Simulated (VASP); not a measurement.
# SiC (Moissanite) (P6_3mc) in VASP: notebook, part 2 of 2

VASP 6.6.1.

**3. Dielectric tensor, PBE**

Input file INCAR:

```
SYSTEM = SiC
ALGO     = Normal         ! electronic algorithm
EDIFF    = 1E-8           ! SCF threshold, eV
ENCUT    = 650            ! plane-wave cutoff, eV
GGA      = PE             ! functional
ISIF     = 2              ! what is computed and relaxed
ISMEAR   = 0              ! smearing method
LASPH    = .TRUE.         ! aspherical terms in the spheres
LCHARG   = .FALSE.        ! write CHGCAR
LEPSILON = .TRUE.         ! dielectric tensor by DFPT
LREAL    = .FALSE.        ! projectors in reciprocal space
LWAVE    = .FALSE.        ! write WAVECAR
NELM     = 100            ! most SCF steps
PREC     = Accurate       ! precision mode
SIGMA    = 0.01           ! smearing width, eV
```

Input file KPOINTS:

```
k-points
0
G
  6 6 4
  0 0 0
```

Input file POSCAR:

```
SiC
1.0
    3.0760000000      0.0000000000      0.0000000000
   -1.5380000000      2.6638941420      0.0000000000
    0.0000000000      0.0000000000      5.0480000000
Si C
2 2
Direct
    0.6666666667      0.3333333333      0.5000000000
    0.3333333333      0.6666666667      0.0000000000
    0.6666666667      0.3333333333      0.8850000000
    0.3333333333      0.6666666667      0.3850000000
```

Potentials or basis: VASP PAW PBE potentials, release 64 (Si, C).

Command:

```bash
> cat potpaw_PBE.64/Si/POTCAR potpaw_PBE.64/C/POTCAR > POTCAR
> mpirun -np 1 vasp_std > vasp.out
```

OUTCAR:

```text
SYSTEM = SiC
   EDIFF = 1E-8
   ENCUT = 650
   GGA = PE
   ISIF = 2
   ISMEAR = 0
   LASPH = .TRUE.
   LEPSILON = .TRUE.
   LREAL = .FALSE.
   NELM = 100
   PREC = Accurate

 Found     21 irreducible k-points:

 Following reciprocal coordinates:
            Coordinates               Weight
  0.000000  0.000000  0.000000      1.000000
  0.166667  0.000000  0.000000      6.000000
  0.333333 -0.000000  0.000000      6.000000
  0.500000 -0.000000  0.000000      3.000000
  0.166667  0.166667  0.000000      6.000000
  0.333333  0.166667  0.000000     12.000000
   k-points           NKPTS =     21   k-points in BZ     NKDIM =     21   number of bands    NBANDS=     12
   number of dos      NEDOS =    301   number of ions     NIONS =      4
   total plane-waves  NPLWV =  32928
   dimension x,y,z NGX =    28 NGY =   28 NGZ =   42
   dimension x,y,z NGXF=    56 NGYF=   56 NGZF=   84
   ions per type =               2   2
   NGX,Y,Z   is equivalent  to a cutoff of  15.13, 15.13, 13.83 a.u.
   NGXF,Y,Z  is equivalent  to a cutoff of  30.27, 30.27, 27.66 a.u.
 SYSTEM =  SiC
   PREC   = accura    normal or accurate (medium, high low for compatibility)
   ISTART =      0    job   : 0-new  1-cont  2-samecut
   ICHARG =      2    charge: 1-file 2-atom 10-const
   ISPIN  =      1    spin polarized calculation?
   LNONCOLLINEAR =      F non collinear calculations
   LSORBIT =      F    spin-orbit coupling
   LASPH  =      T    aspherical Exc in radial PAW
   ENCUT  =  650.0 eV  47.77 Ry    6.91 a.u.   6.39  6.39 10.49*2*pi/ulx,y,z
   NELM   =    100;   NELMIN=  2; NELMDL= -5     # of ELM steps
   EDIFF  = 0.1E-07   stopping-criterion for ELM
   LREAL  =      F    real-space projection
   EDIFFG = 0.1E-06   stopping-criterion for IOM
   NSW    =      0    number of steps for IOM
   IBRION =     -1    ionic relax: 0-MD 1-quasi-New 2-CG
   NFREE  =      0    steps in history (QN), initial steepest desc. (CG)
   ISIF   =      2    stress and relaxation
   ISYM   =      2    0-nonsym 1-usesym 2-fastsym
   POTIM  = 0.5000    time-step for ionic-motion
   TEBEG  =    0.0;   TEEND  =   0.0 temperature during run
   PSTRESS=    0.0 pullay stress
   NELECT =      16.0000    total number of electrons
   NUPDOWN=      -1.0000    fix difference up-down
   EMIN   =  10.00;   EMAX   =-10.00  energy-range for DOS
   EFERMI =   0.00;   METHOD = LEGACY
   ISMEAR =     0;   SIGMA  =   0.01  broadening in eV -4-tet -1-fermi 0-gaus
   EFERMI_NEDOS =   21; number of points for ismear=-14 and -15
   IALGO  =     38    algorithm
   IMIX   =      4    mixing-type and parameters
     AMIX     =   0.40;   BMIX     =  1.00
     AMIX_MAG =   1.60;   BMIX_MAG =  1.00
  volume/ion in A,a.u.               =      10.34        69.78
  Fermi-wavevector in a.u.,A,eV,Ry     =   1.192817  2.254098 19.358549  1.422813
  Thomas-Fermi vector in A             =   2.328847
   LORBIT       =      0    0 simple, 1 ext, 2 COOP (PROOUT), +10 PAW based schemes
   GGA     = PE    functional components
   LHFCALC =     F    Hartree Fock is set to
   AEXX    =    0.0000 exact exchange contribution
   IVDW    =     0    specifies the selected vdW correction
   LEPSILON=     T    determine dielectric tensor
   LRPA    =     F    only Hartree local field effects (RPA)
[... 114 lines left out ...]
  -------------------------------------------------------------------------------------
  Total        1.3182038      1.3182038      0.0322425      0.0000000      0.0000000      0.0000000
  in kB       51.0587872     51.0587872      1.2488697      0.0000000      0.0000000      0.0000000
  external PRESSURE =      34.4554814 kB  Pullay stress =       0.0000000 kB

 VOLUME and BASIS-vectors are now :
 -----------------------------------------------------------------------------
  energy-cutoff  :      650.00
  volume of cell :       41.36
      direct lattice vectors                 reciprocal lattice vectors
     3.076000000  0.000000000  0.000000000     0.325097529  0.187695146  0.000000000
    -1.538000000  2.663894142  0.000000000     0.000000000  0.375390292  0.000000000
     0.000000000  0.000000000  5.048000000     0.000000000  0.000000000  0.198098257

 POSITION                                       TOTAL-FORCE (eV/Angst)
 -----------------------------------------------------------------------------------
      1.53800      0.88796      2.52400         0.000000     -0.000000      0.745031
     -0.00000      1.77593      0.00000        -0.000000      0.000000      0.745031
      1.53800      0.88796      4.46748        -0.000000     -0.000000     -0.745031
     -0.00000      1.77593      1.94348         0.000000     -0.000000     -0.745031
 -----------------------------------------------------------------------------------
    total drift:                               -0.000000      0.000000     -0.000084

  FREE ENERGIE OF THE ION-ELECTRON SYSTEM (eV)
  ---------------------------------------------------
  free  energy   TOTEN  =       -30.0636127513 eV

  energy  without entropy=      -30.0636127513  energy(sigma->0) =      -30.06361275

 HEAD OF MICROSCOPIC STATIC DIELECTRIC TENSOR (INDEPENDENT PARTICLE, excluding Hartree and local field effects)
 ------------------------------------------------------
           7.510480     0.000000     0.000000
           0.000000     7.510480     0.000000
           0.000000     0.000000     7.578245
 ------------------------------------------------------

 Free energy of the ion-electron system (eV)
  ---------------------------------------------------
  ---------------------------------------------------
  free energy    TOTEN  =        -0.77070697 eV

  energy without entropy =       -0.77070697

------------------------ aborting loop because EDIFF is reached ----------------------------------------

--------------------------------------- Ionic step        2  -------------------------------------------

------------------------ aborting loop because EDIFF is reached ----------------------------------------

--------------------------------------- Ionic step        3  -------------------------------------------

 Free energy of the ion-electron system (eV)
  ---------------------------------------------------
  ---------------------------------------------------
  free energy    TOTEN  =        -0.78268617 eV

  energy without entropy =       -0.78268617

------------------------ aborting loop because EDIFF is reached ----------------------------------------

 PIEZOELECTRIC TENSOR FIELD DIRECTION 3  (e Angst)
 -----------------------------------------------------------------------------
     1.27512  0.00000  0.00000           (  0.05772  0.00000  0.00000)
     0.00000  1.27512 -0.00000           (  0.00000  0.05772 -0.00000)
     0.00000 -0.00000 -1.99409           (  0.00000 -0.00000 -0.12151)

 PIEZOELECTRIC TENSOR FIELD DIRECTION 3  (C/m^2)
 -----------------------------------------------------------------------------
     0.49390  0.00000  0.00000
     0.00000  0.49390 -0.00000
     0.00000 -0.00000 -0.77238

 MACROSCOPIC STATIC DIELECTRIC TENSOR (including local field effects in DFT)
 ------------------------------------------------------
           7.265618    -0.000000     0.000000
          -0.000000     7.265618     0.000000
           0.000000     0.000000     7.358333
 ------------------------------------------------------

 PIEZOELECTRIC TENSOR (including local field effects)  for field in x, y, z        (e  Angst)
          XX          YY          ZZ          XY          YZ          ZX
  --------------------------------------------------------------------------------
  x     0.00000    -0.00000     0.00000    -0.00000     0.00000     1.45599
  y    -0.00000     0.00000    -0.00000    -0.00000     1.45599     0.00000
  z     1.27512     1.27512    -1.99409     0.00000     0.00000     0.00000

 PIEZOELECTRIC TENSOR (including local field effects)  for field in x, y, z        (C/m^2)
          XX          YY          ZZ          XY          YZ          ZX
  --------------------------------------------------------------------------------
  x     0.00000    -0.00000     0.00000    -0.00000     0.00000     0.56396
  y    -0.00000     0.00000    -0.00000    -0.00000     0.56396     0.00000
  z     0.49390     0.49390    -0.77238     0.00000     0.00000     0.00000

 BORN EFFECTIVE CHARGES (including local field effects) (in |e|, cummulative output)
 ---------------------------------------------------------------------------------
 ion    1
    1     2.69179     0.00000     0.00000
    2    -0.00000     2.69179     0.00000
    3     0.00000    -0.00000     2.90487
 ion    2
    1     2.69179     0.00000     0.00000
    2    -0.00000     2.69179     0.00000
    3     0.00000     0.00000     2.90487
 ion    3
    1    -2.69179     0.00000     0.00000
    2    -0.00000    -2.69179     0.00000
    3     0.00000     0.00000    -2.90487
 ion    4
    1    -2.69179     0.00000     0.00000
    2     0.00000    -2.69179     0.00000
    3    -0.00000     0.00000    -2.90487
```

Run time: 99 s. Hardware: 1 thread of Intel Xeon Platinum 8559C (Emerald Rapids), shared host; peak memory 0.24 GiB.

These settings aren't checked as converged: the numbers below hold their error.

Results:

```
Band gap on the k mesh                  : 2.32 eV, indirect (least direct gap 4.07 eV)
Electronic dielectric tensor (diagonal) : 7.27, 7.27, 7.36
Born charges (mean of the diagonal)     : Si +2.76; C -2.76 e
```

**4. Dielectric tensor, PBE**

INCAR: that of step 3 with these lines changed.

```diff
@@ -3,3 +3,3 @@
 EDIFF    = 1E-8           ! SCF threshold, eV
-ENCUT    = 650            ! plane-wave cutoff, eV
+ENCUT    = 520            ! plane-wave cutoff, eV
 GGA      = PE             ! functional
```

Input file KPOINTS:

```
k-points
0
G
  8 8 4
  0 0 0
```

POSCAR is that of step 3.

Potentials or basis: VASP PAW PBE potentials, release 64 (Si, C).

Command:

```bash
> cat potpaw_PBE.64/Si/POTCAR potpaw_PBE.64/C/POTCAR > POTCAR
> mpirun -np 1 vasp_std > vasp.out
```

OUTCAR:

```text
SYSTEM = SiC
   EDIFF = 1E-8
   ENCUT = 520
   GGA = PE
   ISIF = 2
   ISMEAR = 0
   LASPH = .TRUE.
   LEPSILON = .TRUE.
   LREAL = .FALSE.
   NELM = 100
   PREC = Accurate

 Found     30 irreducible k-points:

 Following reciprocal coordinates:
            Coordinates               Weight
  0.000000  0.000000  0.000000      1.000000
  0.125000  0.000000  0.000000      6.000000
  0.250000  0.000000  0.000000      6.000000
  0.375000 -0.000000  0.000000      6.000000
  0.500000  0.000000  0.000000      3.000000
  0.125000  0.125000  0.000000      6.000000
   k-points           NKPTS =     30   k-points in BZ     NKDIM =     30   number of bands    NBANDS=     12
   number of dos      NEDOS =    301   number of ions     NIONS =      4
   total plane-waves  NPLWV =  23040
   dimension x,y,z NGX =    24 NGY =   24 NGZ =   40
   dimension x,y,z NGXF=    48 NGYF=   48 NGZF=   80
   ions per type =               2   2
   NGX,Y,Z   is equivalent  to a cutoff of  12.97, 12.97, 13.17 a.u.
   NGXF,Y,Z  is equivalent  to a cutoff of  25.94, 25.94, 26.35 a.u.
 SYSTEM =  SiC
   PREC   = accura    normal or accurate (medium, high low for compatibility)
   ISTART =      0    job   : 0-new  1-cont  2-samecut
   ICHARG =      2    charge: 1-file 2-atom 10-const
   ISPIN  =      1    spin polarized calculation?
   LNONCOLLINEAR =      F non collinear calculations
   LSORBIT =      F    spin-orbit coupling
   LASPH  =      T    aspherical Exc in radial PAW
   ENCUT  =  520.0 eV  38.22 Ry    6.18 a.u.   5.72  5.72  9.39*2*pi/ulx,y,z
   NELM   =    100;   NELMIN=  2; NELMDL= -5     # of ELM steps
   EDIFF  = 0.1E-07   stopping-criterion for ELM
   LREAL  =      F    real-space projection
   EDIFFG = 0.1E-06   stopping-criterion for IOM
   NSW    =      0    number of steps for IOM
   IBRION =     -1    ionic relax: 0-MD 1-quasi-New 2-CG
   NFREE  =      0    steps in history (QN), initial steepest desc. (CG)
   ISIF   =      2    stress and relaxation
   ISYM   =      2    0-nonsym 1-usesym 2-fastsym
   POTIM  = 0.5000    time-step for ionic-motion
   TEBEG  =    0.0;   TEEND  =   0.0 temperature during run
[... 171 lines left out ...]
 Free energy of the ion-electron system (eV)
  ---------------------------------------------------
  ---------------------------------------------------
  free energy    TOTEN  =        -0.73411692 eV

  energy without entropy =       -0.73411692

------------------------ aborting loop because EDIFF is reached ----------------------------------------

--------------------------------------- Ionic step        2  -------------------------------------------

------------------------ aborting loop because EDIFF is reached ----------------------------------------

--------------------------------------- Ionic step        3  -------------------------------------------

 Free energy of the ion-electron system (eV)
  ---------------------------------------------------
  ---------------------------------------------------
  free energy    TOTEN  =        -0.78232291 eV

  energy without entropy =       -0.78232291

------------------------ aborting loop because EDIFF is reached ----------------------------------------

 PIEZOELECTRIC TENSOR FIELD DIRECTION 3  (e Angst)
 -----------------------------------------------------------------------------
     1.27532  0.00000 -0.00000           (  0.05784  0.00000  0.00000)
     0.00000  1.27532 -0.00000           (  0.00000  0.05784  0.00000)
    -0.00000 -0.00000 -2.00122           (  0.00000  0.00000 -0.12134)

 PIEZOELECTRIC TENSOR FIELD DIRECTION 3  (C/m^2)
 -----------------------------------------------------------------------------
     0.49398  0.00000 -0.00000
     0.00000  0.49398 -0.00000
    -0.00000 -0.00000 -0.77514

 MACROSCOPIC STATIC DIELECTRIC TENSOR (including local field effects in DFT)
 ------------------------------------------------------
           6.962954     0.000000     0.000000
           0.000000     6.962954     0.000000
           0.000000     0.000000     7.357704
 ------------------------------------------------------

 PIEZOELECTRIC TENSOR (including local field effects)  for field in x, y, z        (e  Angst)
          XX          YY          ZZ          XY          YZ          ZX
  --------------------------------------------------------------------------------
  x     0.00000    -0.00000     0.00000     0.00000     0.00000     1.44858
  y     0.00000     0.00000    -0.00000     0.00000     1.44858     0.00000
  z     1.27532     1.27532    -2.00122     0.00000     0.00000     0.00000

 PIEZOELECTRIC TENSOR (including local field effects)  for field in x, y, z        (C/m^2)
          XX          YY          ZZ          XY          YZ          ZX
  --------------------------------------------------------------------------------
  x     0.00000    -0.00000     0.00000     0.00000     0.00000     0.56109
  y     0.00000     0.00000    -0.00000     0.00000     0.56109     0.00000
  z     0.49398     0.49398    -0.77514     0.00000     0.00000     0.00000

 BORN EFFECTIVE CHARGES (including local field effects) (in |e|, cummulative output)
 ---------------------------------------------------------------------------------
 ion    1
    1     2.66728     0.00000     0.00000
    2    -0.00000     2.66728     0.00000
    3     0.00000     0.00000     2.90501
 ion    2
    1     2.66728     0.00000     0.00000
    2     0.00000     2.66728     0.00000
    3     0.00000     0.00000     2.90501
 ion    3
    1    -2.66728     0.00000    -0.00000
    2     0.00000    -2.66728    -0.00000
    3     0.00000     0.00000    -2.90501
 ion    4
    1    -2.66728     0.00000     0.00000
    2     0.00000    -2.66728     0.00000
    3    -0.00000     0.00000    -2.90501
```

It took 91 s on 1 thread of Intel Xeon Platinum 8559C (Emerald Rapids), shared host; peak memory 0.23 GiB.

These settings aren't checked as converged: the numbers below hold their error.

Results:

```yaml
Band_gap_on_the_k_mesh: 2.58 eV, indirect (least direct gap 4.08 eV)
Electronic_dielectric_tensor_diagonal: 6.96, 6.96, 7.36
Born_charges_mean_of_the_diagonal: Si +2.75; C -2.75 e
```

**5. The reference run**

An earlier run on the cell as given: functional PBEsol; potentials or basis VASP PAW PBE potentials, release 64 (Si, C); cutoff 520 eV; k mesh 10 × 10 × 5; occupations fermi-dirac, width 0.05 eV; no spin polarisation.

* Pressure: 0.6 GPa
* Largest force: 0.751 eV/Å
* Band gap on the k mesh: 2.32 eV, indirect (least direct gap 3.96 eV)
